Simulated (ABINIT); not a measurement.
## PtS2 in ABINIT: the effect of functional

Crystal: PtS2.

```
CELL_PARAMETERS angstrom
3.54320 0.00000 0.00000
-1.77160 3.06850 0.00000
0.00000 0.00000 5.03880
ATOMIC_POSITIONS crystal
Pt 0.00000 0.00000 0.00000
S 0.66667 0.33333 0.77300
S 0.33333 0.66667 0.22700
```

Alike in all runs:

| Item | Value |
| --- | --- |
| Program | ABINIT 10.8.3 (patched build) |
| Task | single point |
| Potentials or basis | SPMS NC PBE v1.0 |
| Cutoff | 490 eV |
| k mesh | 6 × 6 × 4 |
| Occupations | fixed |
| Spin | no spin polarisation |

Problem. One run gave: gap on the mesh 1.70 eV; pressure 7.2 GPa; largest force 1.00 eV/Å. Which functional did it use?
A. PBE
B. PBE0
C. HSE06

Solution. C.

| functional | gap on the mesh (eV) | pressure (GPa) | largest force (eV/Å) |
| --- | --- | --- | --- |
| PBE | 0.97 | 11.0 | 1.26 |
| HSE06 | 1.70 | 7.2 | 1.00 |
| PBE0 | 2.36 | 5.9 | 0.83 |

Caveats: spin-orbit coupling is left out, which moves the levels of the heavy elements; the potentials were made for another functional, which shifts forces and pressure (some runs); forces of over 1 eV/Å show positions far from the minimum, so gaps and moduli don't describe the material at rest (some runs); Libxc's HSE differs a little from that of other programs (some runs).

A k mesh can miss the band edges.

Not every run made on this cell is shown here.
